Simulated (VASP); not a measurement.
# SiC (Fm-3m) in VASP: notebook, part 2 of 2

VASP 6.6.1.

## (4) Phonons, LDA

This run uses another cell than the first one, of 8.08 Å³/atom, 0.967 times its volume.

The input, POSCAR:

```
SiC
1.0
    0.0000000000      2.0066124390      2.0066124390
    2.0066124390     -0.0000000000      2.0066124390
    2.0066124390      2.0066124390      0.0000000000
  Si              C
     1     1
Direct
     0.0000000000000000    0.0000000000000000    0.0000000000000000
     0.5000000000000000    0.5000000000000000    0.5000000000000000
```

The input, INCAR.step1:

```
SYSTEM = SiC
PREC = Accurate
ENCUT = 600
EDIFF = 1E-8
ISMEAR = 0
SIGMA = 0.03
LREAL = .False.
LASPH = .True.
NELM = 80
ALGO = Normal
ISIF = 3
LWAVE = .False.
LCHARG = .False.
GGA = CA
IBRION = 2
NSW = 40
EDIFFG = -0.002
```

The input, INCAR.step2:

```
SYSTEM = SiC
PREC = Accurate
ENCUT = 600
EDIFF = 1E-8
ISMEAR = 0
SIGMA = 0.03
LREAL = .False.
LASPH = .True.
NELM = 80
ALGO = Normal
ISIF = 2
LWAVE = .False.
LCHARG = .False.
GGA = CA
IBRION = 6
NFREE = 2
POTIM = 0.015
NSW = 1
```

The input, KPOINTS:

```
regular mesh
0
Gamma
  12 12 12
  0 0 0
```

Potentials or basis: VASP PAW LDA potentials, release 64 (Si, C).

Run with:

```bash
$ cat potpaw_LDA.64/Si/POTCAR potpaw_LDA.64/C/POTCAR > POTCAR
$ cp INCAR.step1 INCAR
$ mpirun -np 1 vasp_std > vasp.out
$ cp CONTCAR POSCAR
$ cp INCAR.step2 INCAR
$ mpirun -np 1 vasp_std > vasp.out
```

OUTCAR:

```text
SYSTEM = SiC
   PREC = Accurate
   ENCUT = 600
   EDIFF = 1E-8
   ISMEAR = 0
   LREAL = .False.
   LASPH = .True.
   NELM = 80
   ISIF = 2
   GGA = CA
   IBRION = 6
   NFREE = 2
   POTIM = 0.015
   NSW = 1

 ion  position               nearest neighbor table
   1  0.000  0.000  0.000-   2 2.01   2 2.01   2 2.01   2 2.01   2 2.01   2 2.01
   2  0.500  0.500  0.500-   1 2.01   1 2.01   1 2.01   1 2.01   1 2.01   1 2.01

  LATTYP: Found a face centered cubic cell.
 ALAT       =     4.0132248780

  Lattice vectors:

 A1 = (   0.0000000000,   2.0066124390,   2.0066124390)
 A2 = (   2.0066124390,   0.0000000000,   2.0066124390)
 A3 = (   2.0066124390,   2.0066124390,   0.0000000000)

Analysis of symmetry for initial positions (statically):
=====================================================================
 Subroutine PRICEL returns:
 Original cell was already a primitive cell.

 Routine SETGRP: Setting up the symmetry group for a
 face centered cubic supercell.

 Subroutine GETGRP returns: Found 48 space group operations
 (whereof 48 operations were pure point group operations)
 out of a pool of 48 trial point group operations.

The static configuration has the point symmetry O_h .

Analysis of symmetry for dynamics (positions and initial velocities):
=====================================================================
 Subroutine PRICEL returns:
 Original cell was already a primitive cell.

 Routine SETGRP: Setting up the symmetry group for a
 face centered cubic supercell.

 Subroutine GETGRP returns: Found 48 space group operations
 (whereof 48 operations were pure point group operations)
 out of a pool of 48 trial point group operations.

The dynamic configuration has the point symmetry O_h .

 Subroutine INISYM returns: Found 48 space group operations
 (whereof 48 operations are pure point group operations),
 and found     1 'primitive' translations

----------------------------------------------------------------------------------------

                                     Primitive cell

  volume of cell :      16.1592

  direct lattice vectors                    reciprocal lattice vectors
     0.000000000  2.006612439  2.006612439    -0.249176169  0.249176169  0.249176169
     2.006612439  0.000000000  2.006612439     0.249176169 -0.249176169  0.249176169
     2.006612439  2.006612439  0.000000000     0.249176169  0.249176169 -0.249176169

  length of vectors
     2.837778526  2.837778526  2.837778526     0.431585785  0.431585785  0.431585785

  position of ions in fractional coordinates (direct lattice)
     0.000000000  0.000000000  0.000000000
     0.500000000  0.500000000  0.500000000

  ion indices of the primitive-cell ions
[... 101 lines left out ...]
   LHFCALC =     F    Hartree Fock is set to
   AEXX    =    0.0000 exact exchange contribution
   IVDW    =     0    specifies the selected vdW correction
   LEPSILON=     F    determine dielectric tensor
   LRPA    =     F    only Hartree local field effects (RPA)
 finite differences with symmetry
 non-spin polarized calculation
 Gauss-broadening in eV      SIGMA  =   0.03
  energy-cutoff  :      600.00
  volume of cell :       16.16
 maximum number of plane-waves:       552
   NGX = 11   NGY = 11   NGZ = 11

--------------------------------------- Ionic step        1  -------------------------------------------

 number of electron       8.0000000 magnetization

 Free energy of the ion-electron system (eV)
  ---------------------------------------------------
  ext. energy  EPLUGINS =         0.00000000
  ---------------------------------------------------
  free energy    TOTEN  =       -15.30421562 eV

  energy without entropy =      -15.30400286  energy(sigma->0) =      -15.30410924

------------------------ aborting loop because EDIFF is reached ----------------------------------------

  FORCE on cell =-STRESS in cart. coord.  units (eV):
  Direction    XX          YY          ZZ          XY          YZ          ZX
  --------------------------------------------------------------------------------------
  -------------------------------------------------------------------------------------
  Total       -0.0003066     -0.0003066     -0.0003066      0.0000000      0.0000000     -0.0000000
  in kB       -0.0303943     -0.0303943     -0.0303943      0.0000000      0.0000000     -0.0000000
  external PRESSURE =      -0.0303943 kB  Pullay stress =       0.0000000 kB
[... 131 lines left out ...]
--------------------------------------- Ionic step        5  -------------------------------------------

 number of electron       8.0000000 magnetization

 Free energy of the ion-electron system (eV)
  ---------------------------------------------------
  ext. energy  EPLUGINS =         0.00000000
  ---------------------------------------------------
  free energy    TOTEN  =       -15.30357958 eV

  energy without entropy =      -15.30336625  energy(sigma->0) =      -15.30347292

 E-fermi :  12.7405     XC(G=0): -12.9291

 val. band max:       12.6921886429   @ k =   0.0000   0.5000   0.4167
 cond. band min:      12.7537960857   @ k =  -0.1667   0.0833   0.0000
 fundamental gap:      0.0616074428
 Fermi energy:        12.7405381534

 k-point     1 :       0.0000    0.0000    0.0000
  band No.  band energies     occupation
      1      -5.8595      2.00000
      2      12.7895      0.02106
      3      12.7915      0.01622
      4      12.7915      0.01622
      5      20.8460      0.00000
      6      21.7382      0.00000
      7      21.7382      0.00000
      8      21.7401      0.00000
[... 243 lines left out ...]
 k-point    24 :      -0.4167    0.1667    0.0000
  band No.  band energies     occupation
      1      -0.2257      2.00000
      2       1.9242      2.00000
      3       8.7423      2.00000
      4      10.8800      2.00000
      5      16.3775      0.00000
      6      19.6979      0.00000
      7      21.1653      0.00000
      8      25.6691      0.00000

 [... further k-points ...]
[... 5 lines left out ...]
  --------------------------------------------------------------------------------------
  -------------------------------------------------------------------------------------
  Total        0.0157727     -0.0017302     -0.0017302     -0.0000000      0.0000000      0.0000000
  in kB        1.5638510     -0.1715490     -0.1715490     -0.0000000      0.0000000      0.0000000
  external PRESSURE =       0.4069177 kB  Pullay stress =       0.0000000 kB
[... 17 lines left out ...]
  FREE ENERGIE OF THE ION-ELECTRON SYSTEM (eV)
  ---------------------------------------------------
  free  energy   TOTEN  =       -15.3035795833 eV

  energy  without entropy=      -15.3033662545  energy(sigma->0) =      -15.30347292

 INTERNAL STRAIN TENSORS FROM DISPLACED ATOMS
 ============================================

 INTERNAL STRAIN TENSOR FOR ION    1 for displacements in x,y,z  (eV/Angst):
          X           Y           Z          XY          YZ          ZX
  --------------------------------------------------------------------------------
  x     0.00000     0.00000     0.00000     0.00000     0.00000     0.00000
  y     0.00000     0.00000     0.00000     0.00000     0.00000     0.00000
  z     0.00000     0.00000     0.00000     0.00000     0.00000     0.00000

 INTERNAL STRAIN TENSOR FOR ION    2 for displacements in x,y,z  (eV/Angst):
          X           Y           Z          XY          YZ          ZX
  --------------------------------------------------------------------------------
  x     0.00000     0.00000     0.00000     0.00000     0.00000     0.00000
  y     0.00000     0.00000     0.00000     0.00000     0.00000     0.00000
  z     0.00000     0.00000     0.00000     0.00000     0.00000     0.00000

 Eigenvectors and eigenvalues of the dynamical matrix
 ----------------------------------------------------

   1 f  =   12.825486 THz    80.584902 2PiTHz  427.812147 cm-1    53.041922 meV
             X         Y         Z           dx          dy          dz
      0.000000  0.000000  0.000000     0.000000    0.547354    0.000000
      2.006612  2.006612  2.006612     0.000000   -0.836901    0.000000
[... 21 lines left out ...]
   6 f/i=    0.000558 THz     0.003508 2PiTHz    0.018622 cm-1     0.002309 meV
             X         Y         Z           dx          dy          dz
      0.000000  0.000000  0.000000     0.000000    0.000000    0.836901
      2.006612  2.006612  2.006612     0.000000    0.000000    0.547354

 ELASTIC MODULI CONTR FROM IONIC RELAXATION (kBar)
 Direction    XX          YY          ZZ          XY          YZ          ZX
 --------------------------------------------------------------------------------
 XX           0.0000      0.0000      0.0000      0.0000      0.0000      0.0000
 YY           0.0000      0.0000      0.0000      0.0000      0.0000      0.0000
 ZZ           0.0000      0.0000      0.0000      0.0000      0.0000      0.0000
 XY           0.0000      0.0000      0.0000      0.0000      0.0000      0.0000
 YZ           0.0000      0.0000      0.0000      0.0000      0.0000      0.0000
 ZX           0.0000      0.0000      0.0000      0.0000      0.0000      0.0000
 --------------------------------------------------------------------------------
```

It took 30 s on 1 thread of Intel Xeon 6975P-C (Granite Rapids), shared host; peak memory 0.15 GiB.

What came out:

* Highest phonon frequency at Γ, LO-TO splitting left out: 428 cm⁻¹

Phonon frequencies in cm⁻¹ (negative: imaginary):
| q point | frequencies |
| --- | --- |
| (0.000, 0.000, 0.000) | 0 0 0 428 428 428 |

## (5) Phonons, LDA, target pressure -1.5 GPa, at which the enthalpy is minimised

This run uses another cell than the first one, of 8.08 Å³/atom, 0.967 times its volume.

POSCAR is that of step 4.

INCAR.step1, as its differences from that of step 4:

```diff
@@ -14,2 +14,3 @@
 GGA = CA
+PSTRESS = -15.0
 IBRION = 2
```

INCAR.step2, as its differences from that of step 4:

```diff
@@ -14,2 +14,3 @@
 GGA = CA
+PSTRESS = -15.0
 IBRION = 6
```

KPOINTS is that of step 4.

Potentials or basis: VASP PAW LDA potentials, release 64 (Si, C).

Run with:

```bash
$ cat potpaw_LDA.64/Si/POTCAR potpaw_LDA.64/C/POTCAR > POTCAR
$ cp INCAR.step1 INCAR
$ mpirun -np 1 vasp_std > vasp.out
$ cp CONTCAR POSCAR
$ cp INCAR.step2 INCAR
$ mpirun -np 1 vasp_std > vasp.out
```

OUTCAR:

```text
SYSTEM = SiC
   PREC = Accurate
   ENCUT = 600
   EDIFF = 1E-8
   ISMEAR = 0
   LREAL = .False.
   LASPH = .True.
   NELM = 80
   ISIF = 2
   GGA = CA
   PSTRESS = -15.0
   IBRION = 6
   NFREE = 2
   POTIM = 0.015
   NSW = 1

 ion  position               nearest neighbor table
   1  0.000  0.000  0.000-   2 2.01   2 2.01   2 2.01   2 2.01   2 2.01   2 2.01
   2  0.500  0.500  0.500-   1 2.01   1 2.01   1 2.01   1 2.01   1 2.01   1 2.01

  LATTYP: Found a face centered cubic cell.
 ALAT       =     4.0204372193

  Lattice vectors:

 A1 = (   0.0000000000,   2.0102186097,   2.0102186097)
 A2 = (   2.0102186097,   0.0000000000,   2.0102186097)
[... 608 lines left out ...]
      6      19.5801      0.00000
      7      21.0403      0.00000
      8      25.5070      0.00000

 [... further k-points ...]
[... 5 lines left out ...]
  --------------------------------------------------------------------------------------
  -------------------------------------------------------------------------------------
  Total       -0.1372727     -0.1543439     -0.1543439      0.0000000     -0.0000000      0.0000000
  in kB      -13.5373856    -15.2208926    -15.2208926      0.0000000     -0.0000000      0.0000000
  external PRESSURE =       0.3402764 kB  Pullay stress =     -15.0000000 kB
[... 21 lines left out ...]
  energy  without entropy=      -15.3031495040  energy(sigma->0) =      -15.30324556

  enthalpy is  TOTEN    =       -15.4554455875 eV   P V=       -0.1521039666

 INTERNAL STRAIN TENSORS FROM DISPLACED ATOMS
 ============================================

 INTERNAL STRAIN TENSOR FOR ION    1 for displacements in x,y,z  (eV/Angst):
          X           Y           Z          XY          YZ          ZX
  --------------------------------------------------------------------------------
  x     0.00000     0.00000     0.00000     0.00000     0.00000     0.00000
  y     0.00000     0.00000     0.00000     0.00000     0.00000     0.00000
  z     0.00000     0.00000     0.00000     0.00000     0.00000     0.00000

 INTERNAL STRAIN TENSOR FOR ION    2 for displacements in x,y,z  (eV/Angst):
          X           Y           Z          XY          YZ          ZX
  --------------------------------------------------------------------------------
  x     0.00000     0.00000     0.00000     0.00000     0.00000     0.00000
  y     0.00000     0.00000     0.00000     0.00000     0.00000     0.00000
  z     0.00000     0.00000     0.00000     0.00000     0.00000     0.00000

 Eigenvectors and eigenvalues of the dynamical matrix
 ----------------------------------------------------

   1 f  =   12.562179 THz    78.930499 2PiTHz  419.029192 cm-1    51.952975 meV
             X         Y         Z           dx          dy          dz
      0.000000  0.000000  0.000000     0.000000   -0.547345    0.000000
      2.010219  2.010219  2.010219    -0.000000    0.836907    0.000000
[... 21 lines left out ...]
   6 f/i=    0.000413 THz     0.002596 2PiTHz    0.013780 cm-1     0.001708 meV
             X         Y         Z           dx          dy          dz
      0.000000  0.000000  0.000000     0.834903   -0.048014    0.032342
      2.010219  2.010219  2.010219     0.546034   -0.031401    0.021152

 ELASTIC MODULI CONTR FROM IONIC RELAXATION (kBar)
 Direction    XX          YY          ZZ          XY          YZ          ZX
 --------------------------------------------------------------------------------
 XX           0.0000      0.0000      0.0000      0.0000      0.0000      0.0000
 YY           0.0000      0.0000      0.0000      0.0000      0.0000      0.0000
 ZZ           0.0000      0.0000      0.0000      0.0000      0.0000      0.0000
 XY           0.0000      0.0000      0.0000      0.0000      0.0000      0.0000
 YZ           0.0000      0.0000      0.0000      0.0000      0.0000      0.0000
 ZX           0.0000      0.0000      0.0000      0.0000      0.0000      0.0000
 --------------------------------------------------------------------------------
```

OUTCAR.step1:

```text
SYSTEM = SiC
   PREC = Accurate
   ENCUT = 600
   EDIFF = 1E-8
   ISMEAR = 0
   LREAL = .False.
   LASPH = .True.
   NELM = 80
   ISIF = 3
[... 560 lines left out ...]
  -------------------------------------------------------------------------------------
  Total       -0.1524160     -0.1524160     -0.1524160      0.0000000     -0.0000000      0.0000000
  in kB      -15.0307722    -15.0307722    -15.0307722      0.0000000     -0.0000000      0.0000000
  external PRESSURE =      -0.0307722 kB  Pullay stress =     -15.0000000 kB
[... 21 lines left out ...]
  energy  without entropy=      -15.3036147896  energy(sigma->0) =      -15.30371083

  enthalpy is  TOTEN    =       -15.4559108351 eV   P V=       -0.1521039666

 reached required accuracy - stopping structural energy minimisation
```

OSZICAR.step1:

```text
N       E                     dE             d eps       ncg     rms          rms(c)
DAV:   1     0.296786487719E+01    0.29679E+01   -0.47576E+03  1232   0.982E+02
DAV:   2    -0.165964904872E+02   -0.19564E+02   -0.17618E+02  1632   0.106E+02
DAV:   3    -0.168838280022E+02   -0.28734E+00   -0.28734E+00  1344   0.151E+01
[... 22 lines left out ...]
DAV:   2    -0.153038353045E+02    0.10924E-03   -0.26248E-04  1504   0.109E-01    0.492E-02
DAV:   3    -0.153038113903E+02    0.23914E-04   -0.27921E-05  1840   0.414E-02    0.147E-02
DAV:   4    -0.153038069138E+02    0.44765E-05   -0.45300E-06  1272   0.136E-02    0.432E-03
DAV:   5    -0.153038068725E+02    0.41237E-07   -0.56127E-08  1880   0.226E-03    0.278E-03
DAV:   6    -0.153038068685E+02    0.40824E-08   -0.41434E-09   864   0.597E-04
   3 F= -.15455911E+02 E0= -.15455815E+02  d E =-.408369E-03
```

Run time: 32 s. Hardware: 1 thread of Intel Xeon 6975P-C (Granite Rapids), shared host; peak memory 0.15 GiB.

What came out:

| Property | Result |
| --- | --- |
| Relaxed volume | 8.12 Å³/atom |
| Relaxed cell | a = 2.843 Å, b = 2.843 Å, c = 2.843 Å, α = 60.00°, β = 60.00°, γ = 60.00° |
| Space group after relaxing (to 0.05 Å) | Fm-3m (No. 225) |
| Highest phonon frequency at Γ, LO-TO splitting left out | 419 cm⁻¹ |

The path:
```csv
step,energy change (eV),largest force (eV/Å),pressure (GPa),volume (Å³)
1,0.0000,0.0000,0.00,16.16
2,0.0017,0.0000,-3.03,16.34
3,0.0004,0.0000,-1.50,16.25
```

Final structure:
```cif
data_structure
_symmetry_space_group_name_H-M 'P 1'
_symmetry_Int_Tables_number 1
_cell_length_a 2.8429
_cell_length_b 2.8429
_cell_length_c 2.8429
_cell_angle_alpha 60.000
_cell_angle_beta 60.000
_cell_angle_gamma 60.000
_cell_volume 16.25
loop_
_atom_site_label
_atom_site_type_symbol
_atom_site_fract_x
_atom_site_fract_y
_atom_site_fract_z
_atom_site_occupancy
Si1 Si 0.00000 0.00000 0.00000 1
C1 C 0.50000 0.50000 0.50000 1
```

Phonon frequencies in cm⁻¹ (negative: imaginary):
| q point | frequencies |
| --- | --- |
| (0.000, 0.000, 0.000) | 0 0 0 419 419 419 |
